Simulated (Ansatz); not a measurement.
# AlAs: the cost of one run

Program: Ansatz 0.2.0. Level of theory: DFT PBE, scalar-relativistic, plane waves, PAW. These are calculated values, not measurements.

1 further run of the same task is left out (set aside as unsound or not needed).

## 1. The system as given

It takes space group F-43m (No. 216, cubic). The conventional cell has a = 5.661 Å, b = 5.661 Å, c = 5.661 Å, α = 90.00°, β = 90.00°, γ = 90.00°. Al (site symmetry -43m) is surrounded by 4 As at 2.45 Å. Around As (site symmetry -43m) lie 4 Al at 2.45 Å.

Coordinates:

```
CELL_PARAMETERS angstrom
0.00000 2.83040 2.83040
2.83040 0.00000 2.83040
2.83040 2.83040 0.00000
ATOMIC_POSITIONS crystal
Al 0.00000 0.00000 0.00000
As 0.75000 0.75000 0.75000
```

The structure comes from the Crystallography Open Database.

## 2. A change within the space group

Against the listed cell: strain xx, yy, zz, yz, xz, xy = -0.6, -0.6, -0.6, +0.0, +0.0, +0.0 %.

Contents of input.yaml:

```yaml
crystal:
  lattice:
    - [0.0, 2.812087312, 2.812087312]
    - [2.812087312, 0.0, 2.812087312]
    - [2.812087312, 2.812087312, 0.0]
  atoms:
    - { symbol: Al, position: [0.0, 0.0, 0.0] }
    - { symbol: As, position: [0.75, 0.75, 0.75] }
basis:
  ecutwfc: 420
kpoints:
  mp_grid: { grid: [8, 8, 8] }
hamiltonian:
  xc: pbe
scf:
  occupations: { method: gaussian, width: 0.02 }
output:
  forces: true
  stress: true
  eigenvalues: true
```

On the command line:

```bash
> ansatz run input.yaml --threads 1 --pin off --max-ram 1331MiB --backend cpu --events-out ev --progress --plain --runs-dir out
```

Q: Estimate wall time and peak memory on 1 thread of an x86-64 CPU, shared host.

About 3 s, with a peak of 0.32 GiB.
